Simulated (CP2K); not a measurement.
Runs of CP2K 2026.2 on Pb. Symmetry: Im-3m, No. 229, cubic system. Conventional cell: a = 3.959 Å, b = 3.959 Å, c = 3.959 Å, α = 90.00°, β = 90.00°, γ = 90.00°. Pb (site symmetry m-3m) has 8 Pb at 3.43 Å as nearest neighbours. This isn't the form of Pb at room conditions, which is fcc.

| task | level | potentials or basis | k mesh | smearing | EPS_DEFAULT | basis sets | potentials | points a segment of the path (NPOINTS) | bands added on the path | gap on the mesh (eV) | pressure (GPa) |
| --- | --- | --- | --- | --- | --- | --- | --- | --- | --- | --- | --- |
| band structure | r2SCAN | POTENTIAL_UZH Pb GTH-SCAN-q4; TZVP-MOLOPT-SCAN-GTH basis | 9 × 9 × 9 | fermi-dirac 0.05 eV | 1.0E-10 | Pb TZVP-MOLOPT-SCAN-GTH-q4 | Pb GTH-SCAN-q4 of POTENTIAL_UZH | 6 | 6 | none | -1.8 |
| single point | LDA | GTH_POTENTIALS Pb GTH-PADE-q4; TZVP-MOLOPT-PBE-GTH basis | 9 × 9 × 9 | gaussian 0.1 eV | 1.0E-10 | Pb TZVP-MOLOPT-PBE-GTH-q4 | Pb GTH-PADE-q4 of GTH_POTENTIALS | - | - | none | -4.4 |
| band structure | LDA | GTH_POTENTIALS Pb GTH-PADE-q4; TZVP-MOLOPT-PBE-GTH basis | 9 × 9 × 9 | fermi-dirac 0.05 eV | 1.0E-10 | Pb TZVP-MOLOPT-PBE-GTH-q4 | Pb GTH-PADE-q4 of GTH_POTENTIALS | 8 | 2 | none | (a) |
| single point | LDA | GTH_POTENTIALS Pb GTH-PADE-q4; DZVP-MOLOPT-SR-GTH basis | 7 × 7 × 7 | fermi-dirac 0.05 eV | 1.0E-9 | Pb DZVP-MOLOPT-SR-GTH-q4 | Pb GTH-PADE-q4 of GTH_POTENTIALS | - | - | none | -4.4 |

Alike in all rows: no spin polarisation; cell as given.

**Question.** Estimate the missing entries.

**Answer.** (a) -4.3.

Caveats: the basis of atomic orbitals isn't converged, which shifts pressures, moduli and gaps.

A k mesh can miss the band edges, and the runs leave out spin-orbit coupling on Pb.

A gap of «none» marks a metal or a gap under the smearing width.

Not every run made on this cell is shown here.
